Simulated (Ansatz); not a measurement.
# AlCo: the cost of one run

Program: Ansatz 0.2.0. Level of theory: DFT PBEsol, scalar-relativistic, plane waves, PAW. These are calculated values, not measurements.

## 1. The structure to begin with

Symmetry: Pm-3m, No. 221, cubic system. Conventional cell: a = 2.819 Å, b = 2.819 Å, c = 2.819 Å, α = 90.00°, β = 90.00°, γ = 90.00°. Al (site symmetry m-3m) has 8 Co at 2.44 Å as nearest neighbours. Around Co (site symmetry m-3m) lie 8 Al at 2.44 Å.

Structure file:

```
CELL_PARAMETERS angstrom
2.81940 0.00000 0.00000
0.00000 2.81940 0.00000
0.00000 0.00000 2.81940
ATOMIC_POSITIONS crystal
Al 0.00000 0.00000 0.00000
Co 0.50000 0.50000 0.50000
```

It goes back to an entry of the Materials Project.

The cell is taken as given, not relaxed at this level.

## 2. Zero of energy

Reference values: F = -5618.7775 eV; pressure 0.71 GPa; largest force 0.000 eV/Å; gap on the mesh none (metal). It was computed beforehand with the settings of the runs below.

## 3. Setting up biaxial against axial strain

The cell is strained by p along both x and y and by q along z, with fractional coordinates fixed.

## 4. Point p = -0.030, q = -0.030

input.yaml reads:

```yaml
crystal:
  lattice:
    - [2.7348211137, 0.0, 0.0]
    - [0.0, 2.7348211137, 0.0]
    - [0.0, 0.0, 2.7348211137]
  atoms:
    - { symbol: Al, position: [0.0, 0.0, 0.0] }
    - { symbol: Co, position: [0.5, 0.5, 0.5] }
basis:
  ecutwfc: 420
kpoints:
  mp_grid: { grid: [16, 16, 16] }
hamiltonian:
  xc: pbesol
scf:
  occupations: { method: gaussian, width: 0.15 }
output:
  forces: true
  stress: true
  eigenvalues: true
```

The run is started by

```bash
ansatz run input.yaml --threads 1 --pin off --max-ram 2560MiB --backend cpu --events-out ev --progress --plain --runs-dir out
```

Q: Estimate wall time and peak memory on 1 thread of Oxide Virtual Turin-like (Zen 5), shared host.

About 2.2 s, with a peak of 0.36 GiB.
